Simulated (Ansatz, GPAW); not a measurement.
CaO: programs and potentials compared

```xyz
2
Lattice="0.0000 2.4036 2.4036 2.4036 0.0000 2.4036 2.4036 2.4036 0.0000" Properties=species:S:1:pos:R:3 pbc="T T T"
Ca    0.0000    0.0000    0.0000
O     2.4036    2.4036    2.4036
```

The cell is a database's computed one, not the measured one.

Alike in all runs: task single point; functional PBE; k mesh 10 × 10 × 10; occupations gaussian, width 0.015 eV; no spin polarisation; no spin-orbit coupling. Pressure is positive in compression and, in plane waves, holds the error of the finite cutoff, which Ansatz's Pulay term estimates and takes out.

```tsv
program and potentials	plane-wave cutoff (eV)	notes	band gap (eV)	pressure (GPa)
Ansatz, Ansatz PAW	420	Pulay term of +0.41 GPa included	3.66	1.61
GPAW, GPAW PAW data sets (gpaw-data 1.2.1)	800	-	3.69	2.16
Ansatz, all-electron LAPW, scalar-relativistic	-	-	?	?
```

Problem. Estimate from the other rows what the run with Ansatz, all-electron LAPW, scalar-relativistic gave.

Solution. Band gap 3.65 eV; pressure 1.60 GPa. The other rows, which needn't bracket it: band gap 3.66 to 3.69; pressure 1.61 to 2.16.
